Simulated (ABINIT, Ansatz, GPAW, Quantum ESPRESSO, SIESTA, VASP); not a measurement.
# Pd: 7 runs at one level of theory

```xyz
1
Lattice="0.0000 1.9465 1.9465 1.9465 0.0000 1.9465 1.9465 1.9465 0.0000" Properties=species:S:1:pos:R:3 pbc="T T T"
Pd    0.0000    0.0000    0.0000
```

Alike in all runs: task single point; functional PBEsol; k mesh 12 × 12 × 12; occupations fermi-dirac, width 0.05 eV; no spin polarisation; no spin-orbit coupling. Pressure is positive in compression and, in plane waves, holds the error of the finite cutoff, which Ansatz's Pulay term estimates and takes out.

```tsv
program and potentials	plane-wave cutoff (eV)	notes	band gap (eV)	pressure (GPa)
Ansatz, Ansatz PAW	420	potentials made for PBE, which Ansatz adapts in part; 18 valence electrons an atom on average; Pulay term of +0.04 GPa included	no gap	-2.91
VASP, PBE PAW files Pd, 520 eV	520	potentials made for PBE; 10 valence electrons an atom on average	no gap	-3.23
ABINIT, PseudoDojo NC SR PBEsol v0.4.1 standard	1116	18 valence electrons an atom on average	no gap	-3.02
Quantum ESPRESSO, GBRV 1.5 PBEsol	612	16 valence electrons an atom on average	no gap	-2.43
Ansatz, all-electron LAPW, scalar-relativistic	-	-	?	?
SIESTA, files PseudoDojo sr-pbesol-0.4.1-standard, DZP (energy shift 0.003 Ry; two zetas on semicore shells)	-	atomic basis; 18 valence electrons an atom on average	no gap	-2.43
GPAW, PAW data sets generated for this functional	600	16 valence electrons an atom on average	no gap	-2.50
```

Estimate from the other rows what the run with Ansatz, all-electron LAPW, scalar-relativistic gave.

No band gap; pressure -2.96 GPa. The other rows, which needn't bracket it: pressure -3.23 to -2.43.
